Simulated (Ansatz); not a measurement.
# Al (Fm-3m) in Ansatz: further runs

The runs below take Al through single point, equation of state, with PBEsol+D4.

All numbers are computed with Ansatz 0.2.0; they aren't measurements. Logs are shortened: lines on timing, memory, paths and dates and some standing lists are left out, and cuts for length are marked.

**The experiment to reproduce.**

From “The interpretation of polycrystalline coherent inelastic neutron scattering from aluminium”, 2013, pmc:3831299, for a bulk crystal of Al: bulk modulus 76.9 GPa.

The runs below are set against these values where they give the same quantity.

### 1 The crystal as given

It takes space group Fm-3m (No. 225, cubic). Conventional cell: a = 4.050 Å, b = 4.050 Å, c = 4.050 Å, α = 90.00°, β = 90.00°, γ = 90.00°. Around Al (site symmetry m-3m) lie 12 Al at 2.86 Å.

### 2 Single point, PBEsol+D4, 15.61 Å³/atom (volume scaled by 0.94)

input.yaml

```yaml
crystal:
  lattice:
    - [0.0, 1.9834708509, 1.9834708509]
    - [1.9834708509, 0.0, 1.9834708509]
    - [1.9834708509, 1.9834708509, 0.0]
  atoms:
    - { symbol: Al, position: [0.0, 0.0, 0.0] }
hamiltonian:
  xc: pbesol
  pseudopotentials: { kind: paw }
  dispersion: d4
kpoints:
  mp_grid: { grid: [11, 11, 11] }
scf:
  occupations: { method: fermi_dirac, width: 0.05 }
output:
  forces: true
  stress: true
  eigenvalues: true
```

Potentials or basis: Ansatz PAW.

Launch:

```console
$ ansatz run input.yaml --threads 2 --pin off --max-ram 5120MiB --backend cpu --events-out ev --progress --plain --runs-dir out
```

The program printed:

```text
Warning: RAYON_NUM_THREADS=2 ignored (pool sized by the plan → 2); use --threads N
Engine: ansatz 0.2.0, aarch64-unknown-linux-gnu
Pseudopotentials: kind: paw
Pseudopotential: Al, paw, valence charge 3, recommended cutoff 420 eV (normal), Al.paw.azcp
Functional definition: PBEsol
  exchange = pbesol_x
  correlation = pbesol_c
Crystal: 1 atoms, lattice volume = 15.607 Å³
Basis set: ecut = 420 eV, 307 PW (Γ), exchange–correlation on 40×40×40 points (8 copies of the dense FFT grid, shifted against one another)
Bands: 6, of which v1, the nominal top of the filled ones, is band 2 counted from 1 (1 counted from 0)
Symmetry: 48 space group operations
Space group: Fm-3m (ITA 225), of the structure as read, at distance tolerance 2.5e-5 Å
k-points: 56 of 1331
Non-local potential: Al, projectors of the file, l = 0: 2, l = 1: 2, l = 2: 1
PAW form: soft (Blöchl's): semilocal exchange-correlation on the pseudo side does not see the compensation charge
PAW frozen core: Al, regenerated for the run's functional, and the local potential with it (the file was generated under x = pbe(κ = 0.804, μ = 0.2195149727645171), c = pbe(β = 0.06672455060314922))
PAW one-centre angular grid: Al, 110 points (default); XC on 64 Gauss nodes
Initial density: superposition of atomic densities (neutral atoms: chi_scale 0, normalization atom), corrected by the library's trained network
Initial wavefunctions: pseudopotential atomic-orbital guess
Functional: x = pbesol(κ = 0.804, μ = 0.12345679012345678), c = pbesol(β = 0.046)
SCF iter   1: F=—  HF=-524.762887 eV  |F-HF|=—  |Δ(HF+E_count)|=         —  Δρ=9.82e-4  dr2=9.34e-5  ethr=1.77e-3  ⟨swp⟩=4.9  Hψ=2965  notcnv=0
preconditioner: auto → none  [metal: Δε(μ)=0.079 eV  Ē_g=13.687 eV  σ=0.050 eV  W_gap=0.37  n_scr=0 (ndim 8)  ℏωp=16.3 eV  f_vac=0.000  D(μ)=0.51/eV (n_scr^D=0)]
SCF iter   2: F=—  HF=-524.762884 eV  |F-HF|=—  |Δ(HF+E_count)|=   2.82e-6  Δρ=4.86e-4  dr2=2.22e-5  ethr=3.11e-6  ⟨swp⟩=1.4  Hψ=809  notcnv=0  defer=1
iter 3 did not close the SCF: its close was put off for the readings that it lacked (scf_convergence_deferred on its scf_iter line)
SCF iter   3: F=-524.762884 eV  HF=-524.762884 eV  |F-HF|=2.77e-9  |Δ(HF+E_count)|=   1.79e-7  Δρ=1.23e-5  dr2=1.85e-8  ethr=7.41e-7  ⟨swp⟩=1.0  Hψ=313  notcnv=0  defer=1
iter 4 did not close the SCF: its close was put off for the readings that it lacked (scf_convergence_deferred on its scf_iter line)
SCF iter   4: F=-524.762884 eV  HF=-524.762884 eV  |F-HF|=8.30e-12  |Δ(HF+E_count)|=   5.57e-9  Δρ=4.10e-6  dr2=1.73e-9  ethr=6.18e-10  ⟨swp⟩=1.9  Hψ=385  notcnv=0  defer=1
iter 5 did not close the SCF: its close was put off for the readings that it lacked (scf_convergence_deferred on its scf_iter line)
SCF iter   5: F=-524.762884 eV  HF=-524.762884 eV  |F-HF|=3.64e-12  |Δ(HF+E_count)|=  7.69e-11  Δρ=2.24e-7  dr2=7.96e-12  ethr=5.78e-11  ⟨swp⟩=1.0  Hψ=314  notcnv=0  defer=1
SCF iter   6: F=-524.762884 eV  HF=-524.762884 eV  |F-HF|=2.27e-13  |Δ(HF+E_count)|=  2.73e-12  Δρ=5.32e-8  dr2=4.46e-13  ethr=1.00e-12  ⟨swp⟩=2.0  Hψ=1123  notcnv=0
SCF 1 converged in 6 iterations: F = -524.762884 eV  dr2 = 4.46e-13
SCF converged after 6 iterations
Free energy (F): -524.762884 eV
Harris-Foulkes:  -524.762884 eV  (|F-HF|=2.27e-13)
Internal energy: -524.759024 eV  (E = F + TS)
E sigma→0 (E₀):  -524.760954 eV
Entropy (-TS):   -0.003860 eV (-3.860 meV/atom)
Fermi energy:    8.468388 eV
--- Per-component energies (eV) ---
  E_band       = 11.687455
  E_kinetic    = 23.677445
  E_local      = 10.611827  (includes V_loc(G=0)·N_el)
  E_nonlocal   = 10.505408
  E_hartree    = 0.113917
  E_xc         = -39.776021
  E_vxc        = -29.633330  (∫ρ·V_xc dr)
  E_paw        = -454.807838  (= ΣΔE_a)
  E_vpaw       = -3.701726  (= ΣTr[D̂ρ^β])
  E_aug_tail   = -0.000002  (compensation charges beyond the density's cutoff)
  E_ewald      = -74.891887
  E_disp       = -0.211012  (pairwise vdW)
  E_core_change = 0.019139  (= ΣΔE_core)
  E_smearing   = -0.003860  (= −TS)
  E_closure    = 0.000000  (closes the sum)
  Σ components = -524.762884   (vs F -524.762884, Δ=0.00e0)
--- Forces (eV/Å), atoms counted from 1 ---
  atom   1  Al    -0.00000000    -0.00000000    -0.00000000
  max |Σ_I F_I| component: 1.85e-32 eV/Å
--- Stress (GPa, compression-positive) ---
        1.347081      -0.000000      -0.000000
       -0.000000       1.347081       0.000000
       -0.000000      -0.000000       1.347081
  P = ⅓ Tr σ = 1.3471 GPa (13.471 kbar)
--- Band table (eV; the first three rows and the last of 56) ---
  k-point 0: bands = ["-3.0371", "21.2925", "21.2925", "21.2925", "23.2928", "23.2928"]
  k-point 1: bands = ["-2.8044", "18.4295", "20.7523", "20.7523", "23.8280", "24.1893"]
  k-point 2: bands = ["-2.1085", "14.6903", "20.0598", "20.0598", "23.5435", "24.9185"]
  k-point 55: bands = ["6.9978", "7.2607", "8.7778", "10.8524", "22.8309", "25.8632"]
```

It took 0.47 s on 2 threads of Arm Neoverse V1, shared host; peak memory 0.24 GiB.

What came out:

```yaml
Free_energy: -524.7629 eV
Pressure: 1.3 GPa
Band_gap_on_the_k_mesh: none (metal or under the smearing width)
```

Caveat: pairwise dispersion overbinds metals, which lowers pressure and volume; the PAW data sets come from PBE, with cores solved anew for the run's functional, which leaves a small shift of forces and pressure.

### 3 Single point, PBEsol+D4, 15.94 Å³/atom (volume scaled by 0.96)

input.yaml, as its differences from that of step 2:

```diff
@@ -2,5 +2,5 @@
   lattice:
-    - [0.0, 1.9834708509, 1.9834708509]
-    - [1.9834708509, 0.0, 1.9834708509]
-    - [1.9834708509, 1.9834708509, 0.0]
+    - [0.0, 1.9974394157, 1.9974394157]
+    - [1.9974394157, 0.0, 1.9974394157]
+    - [1.9974394157, 1.9974394157, 0.0]
   atoms:
```

Potentials or basis: Ansatz PAW.

Launch:

```console
$ ansatz run input.yaml --threads 2 --pin off --max-ram 5120MiB --backend cpu --events-out ev --progress --plain --runs-dir out
```

It took 0.47 s on 2 threads of Arm Neoverse V1, shared host; peak memory 0.24 GiB.

It converged, with:

```yaml
Free_energy: -524.7637 eV
Pressure: -0.5 GPa
Band_gap_on_the_k_mesh: none (metal or under the smearing width)
```

Caveat: pairwise dispersion overbinds metals, which lowers pressure and volume; the PAW data sets come from PBE, with cores solved anew for the run's functional, which leaves a small shift of forces and pressure.

### 4 Single point, PBEsol+D4, 16.27 Å³/atom (volume scaled by 0.98)

input.yaml, as its differences from that of step 3:

```diff
@@ -2,5 +2,5 @@
   lattice:
-    - [0.0, 1.9974394157, 1.9974394157]
-    - [1.9974394157, 0.0, 1.9974394157]
-    - [1.9974394157, 1.9974394157, 0.0]
+    - [0.0, 2.0112152952, 2.0112152952]
+    - [2.0112152952, 0.0, 2.0112152952]
+    - [2.0112152952, 2.0112152952, 0.0]
   atoms:
@@ -19 +19,5 @@
   eigenvalues: true
+  write_density: true
+  write_potential: true
+  elf: true
+  volumetric_format: npy
```

Launch:

```console
$ ansatz run input.yaml --threads 2 --pin off --max-ram 5120MiB --backend cpu --events-out ev --progress --plain --runs-dir out
```

Run time: 0.54 s. Hardware: 2 threads of Arm Neoverse V1, shared host; peak memory 0.24 GiB.

Results (log left out):

```yaml
Free_energy: -524.7608 eV
Pressure: -2.2 GPa
Band_gap_on_the_k_mesh: none (metal or under the smearing width)
```

Caveat: pairwise dispersion overbinds metals, which lowers pressure and volume; the PAW data sets come from PBE, with cores solved anew for the run's functional, which leaves a small shift of forces and pressure.

### 5 Single point, PBEsol+D4, 16.60 Å³/atom

input.yaml, as its differences from that of step 4:

```diff
@@ -2,5 +2,5 @@
   lattice:
-    - [0.0, 2.0112152952, 2.0112152952]
-    - [2.0112152952, 0.0, 2.0112152952]
-    - [2.0112152952, 2.0112152952, 0.0]
+    - [0.0, 2.024805, 2.024805]
+    - [2.024805, 0.0, 2.024805]
+    - [2.024805, 2.024805, 0.0]
   atoms:
```

Launch:

```console
$ ansatz run input.yaml --threads 2 --pin off --max-ram 5120MiB --backend cpu --events-out ev --progress --plain --runs-dir out
```

Wall time 0.54 s (2 threads of Arm Neoverse V1, shared host); peak memory 0.24 GiB.

The run converged. Its results:

```yaml
Free_energy: -524.7545 eV
Pressure: -3.8 GPa
Band_gap_on_the_k_mesh: none (metal or under the smearing width)
```

Caveat: pairwise dispersion overbinds metals, which lowers pressure and volume; the PAW data sets come from PBE, with cores solved anew for the run's functional, which leaves a small shift of forces and pressure.

### 6 Single point, PBEsol+D4, 16.93 Å³/atom (volume scaled by 1.02)

input.yaml

```yaml
crystal:
  lattice:
    - [0.0, 2.0382146954, 2.0382146954]
    - [2.0382146954, 0.0, 2.0382146954]
    - [2.0382146954, 2.0382146954, 0.0]
  atoms:
    - { symbol: Al, position: [0.0, 0.0, 0.0] }
hamiltonian:
  xc: pbesol
  pseudopotentials: { kind: paw }
  dispersion: d4
kpoints:
  mp_grid: { grid: [11, 11, 11] }
scf:
  occupations: { method: fermi_dirac, width: 0.05 }
output:
  forces: true
  stress: true
  eigenvalues: true
```

Potentials or basis: Ansatz PAW.

Launch:

```console
$ ansatz run input.yaml --threads 2 --pin off --max-ram 5120MiB --backend cpu --events-out ev --progress --plain --runs-dir out
```

It took 0.45 s on 2 threads of Arm Neoverse V1, shared host; peak memory 0.24 GiB.

Results (log left out):

- Free energy: -524.7453 eV
- Pressure: -5.1 GPa
- Band gap on the k mesh: none (metal or under the smearing width)

Caveat: pairwise dispersion overbinds metals, which lowers pressure and volume; the PAW data sets come from PBE, with cores solved anew for the run's functional, which leaves a small shift of forces and pressure.

### 7 Single point, PBEsol+D4, 17.27 Å³/atom (volume scaled by 1.04)

input.yaml, as its differences from that of step 6:

```diff
@@ -2,5 +2,5 @@
   lattice:
-    - [0.0, 2.0382146954, 2.0382146954]
-    - [2.0382146954, 0.0, 2.0382146954]
-    - [2.0382146954, 2.0382146954, 0.0]
+    - [0.0, 2.0514502267, 2.0514502267]
+    - [2.0514502267, 0.0, 2.0514502267]
+    - [2.0514502267, 2.0514502267, 0.0]
   atoms:
@@ -19 +19,5 @@
   eigenvalues: true
+  write_density: true
+  write_potential: true
+  elf: true
+  volumetric_format: npy
```

Launch:

```console
$ ansatz run input.yaml --threads 2 --pin off --max-ram 5120MiB --backend cpu --events-out ev --progress --plain --runs-dir out
```

Run time: 0.53 s. Hardware: 2 threads of Arm Neoverse V1, shared host; peak memory 0.24 GiB.

It converged, with:

```yaml
Free_energy: -524.7335 eV
Pressure: -6.3 GPa
Band_gap_on_the_k_mesh: none (metal or under the smearing width)
```

Caveat: pairwise dispersion overbinds metals, which lowers pressure and volume; the PAW data sets come from PBE, with cores solved anew for the run's functional, which leaves a small shift of forces and pressure.

### 8 Single point, PBEsol+D4, 17.60 Å³/atom (volume scaled by 1.06)

input.yaml, as its differences from that of step 7:

```diff
@@ -2,5 +2,5 @@
   lattice:
-    - [0.0, 2.0514502267, 2.0514502267]
-    - [2.0514502267, 0.0, 2.0514502267]
-    - [2.0514502267, 2.0514502267, 0.0]
+    - [0.0, 2.0645171409, 2.0645171409]
+    - [2.0645171409, 0.0, 2.0645171409]
+    - [2.0645171409, 2.0645171409, 0.0]
   atoms:
```

Launch:

```console
$ ansatz run input.yaml --threads 2 --pin off --max-ram 5120MiB --backend cpu --events-out ev --progress --plain --runs-dir out
```

It took 0.53 s on 2 threads of Arm Neoverse V1, shared host; peak memory 0.24 GiB.

It converged, with:

```
Free energy            : -524.7193 eV
Pressure               : -7.4 GPa
Band gap on the k mesh : none (metal or under the smearing width)
```

Caveat: pairwise dispersion overbinds metals, which lowers pressure and volume; the PAW data sets come from PBE, with cores solved anew for the run's functional, which leaves a small shift of forces and pressure.

### 9 Equation of state, PBEsol+D4

Potentials or basis: Ansatz PAW.

This step only gathers the single runs of the series.

Results:

| Item | Value |
| --- | --- |
| Equilibrium volume | 15.84 Å³/atom |
| Bulk modulus | 88 GPa |
| Pressure derivative of the bulk modulus | 4.4 |

Energy against volume, from the lowest point:
```tsv
volume (Å³/atom)	energy (meV/atom)
15.607	0.80
15.939	0.00
16.271	2.91
16.603	9.13
16.935	18.35
17.267	30.19
17.599	44.40
```

### 10 How close it comes

Step 9. A measured bulk modulus of Al is 76.9 GPa (quoted in “The interpretation of polycrystalline coherent inelastic neutron scattering from aluminium”, 2013, pmc:3831299); the calculated 88 GPa misses it by +15.1 %. The fit is for a static lattice scaled at fixed shape and fixed fractional positions. The cell as given is a measured one (16.60 Å³/atom); PBEsol+D4 puts the equilibrium volume -4.6 % from it, thermal expansion not counted.
